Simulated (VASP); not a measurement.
Runs of VASP 6.6.1 on PtS2. Symmetry: P-3m1, No. 164, trigonal system. Conventional cell: a = 3.543 Å, b = 3.543 Å, c = 5.039 Å, α = 90.00°, β = 90.00°, γ = 120.00°. Pt (site symmetry -3m) has 6 S at 2.34 Å as nearest neighbours. S (site symmetry 3m) is surrounded by 3 Pt at 2.34 Å. 

| task | level | spin | cell | k mesh | cutoff (eV) | gap on the mesh (eV) | pressure (GPa) | relaxed volume (Å³/atom) | largest force (eV/Å) |
| --- | --- | --- | --- | --- | --- | --- | --- | --- | --- |
| band structure | PW91 | off | as given | 9 × 9 × 5 | 520 | 1.03 | - | - | - |
| relaxation of cell and atoms | revPBE | off | relaxed | 9 × 9 × 5 | 600 | 1.71 | 0.0 | 26.18 | - |
| band structure | RPBE | off | as given | 9 × 9 × 5 | 520 | 1.09 | - | - | - |
| band structure | PBEsol | SOC, no magnetisation | as given | 7 × 7 × 4 | 520 | - | 6.2 | - | 0.96 |
| relaxation of cell and atoms | BLYP | off | relaxed | 9 × 9 × 5 | 600 | 1.58 | 0.0 | 26.75 | 0.01 |
| band structure | revPBE | off | as given | 9 × 9 × 5 | 520 | 1.07 | (b) | - | (c) |
| relaxation of cell and atoms | RPBE | off | relaxed | 9 × 9 × 5 | 600 | 1.70 | 0.0 | (d) | - |
| band structure | BLYP | off | as given | 9 × 9 × 5 | 520 | (a) | - | - | - |

Alike in all rows: potentials or basis VASP PAW PBE potentials, release 64 (Pt, S); smearing fermi-dirac 0.05 eV.

Question: Estimate the missing entries.

Answer: (a) 1.05; (b) 13.0; (c) 1.25; (d) 26.25.

Caveats: the PAW data sets were made with another functional, which shifts forces and pressure a little; spin-orbit coupling is left out, which moves the levels of the heavy elements (some runs); the volume moved by over 15 % at a fixed basis, so the end points are rough (some runs); an odd mesh through Γ misses points on the zone boundary, where band edges often lie (some runs); this functional lacks dispersion, which binds the layers, so the pressure and a relaxed spacing across them are unreliable, and here the layers came unbound (some runs); the volume moved by +43 % from the deposited cell, more than functionals usually miss (some runs); the volume moved by +47 % from the deposited cell, more than functionals usually miss (some runs).

A k mesh can miss the band edges, and rows without SOC leave out spin-orbit coupling on Pt.

Runs at the PBE level aren't shown here.
